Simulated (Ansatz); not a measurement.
A surface is cut from this relaxed crystal of C:

```
C
1.0
     1.23329    0.71204   11.05545
    -1.23329    0.71204   11.05545
     0.00000   -1.42408   11.05545
C
4
Direct
  0.06595 0.06595 0.06595
  0.93405 0.93405 0.93405
  0.26739 0.26739 0.26739
  0.73261 0.73261 0.73261
```

Miller indices refer to the conventional cell of R-3m (No. 166), a = 2.467 Å, b = 2.467 Å, c = 33.166 Å, α = 90.00°, β = 90.00°, γ = 120.00°.

These are results of DFT PBE, scalar-relativistic, plane waves, PAW in Ansatz, not measurements. Cutoff 420 eV, Gaussian smearing of 0.10 eV, no spin polarisation. A dipole correction acts along the normal.

The surface energy is small: either the cut is weakly bound (this functional has no dispersion correction), or the bulk reference is not the lowest structure.

A relaxed slab with low-index faces, about a nanometre thick, has these properties:

- Surface energy (mean of both faces): 0.00 J/m²
- Work function: 4.25 eV

(1) Which low-index plane was cut?

## Answers

(1) The (001) plane.